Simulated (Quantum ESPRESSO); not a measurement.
# HfC and the effect of the Hubbard U on Hf d

Symmetry: Fm-3m, No. 225, cubic system. The conventional cell has a = 4.650 Å, b = 4.650 Å, c = 4.650 Å, α = 90.00°, β = 90.00°, γ = 90.00°. Around Hf (site symmetry m-3m) lie 6 C at 2.33 Å. C (site symmetry m-3m) has 6 Hf at 2.33 Å as nearest neighbours.

Kept alike: task single point; functional PBE; k mesh 10 × 10 × 10; occupations fermi-dirac, width 0.05 eV; no spin polarisation. Program: Quantum ESPRESSO, SSSP 1.3 efficiency PBE, cutoff 816 eV. The mesh is that of the run's cell of 2 atoms. No spin-orbit coupling.

```tsv
Hubbard U on Hf d, U (eV)	pressure (GPa)
0	0.50
1	2.00
2	3.60
3	5.29
4	?
5	9.10
6	11.25
8	16.20
```

Pressure is positive in compression; the values hold the error of the finite cutoff, so their zero can differ a little from the energy's minimum. U acts here on a shell without spin polarisation. For a metal such a mesh leaves the last digits unconverged. How U acts hangs on the program's projectors.

Q: Fit the rows shown and predict the run at 4 eV.

A: A least-squares parabola through the rows shown is pressure = 0.07725 U² + 1.3302 U + 0.564 (largest miss 0.076); at U = 4 it gives 7.12 GPa. The run gave: pressure 7.12 GPa.
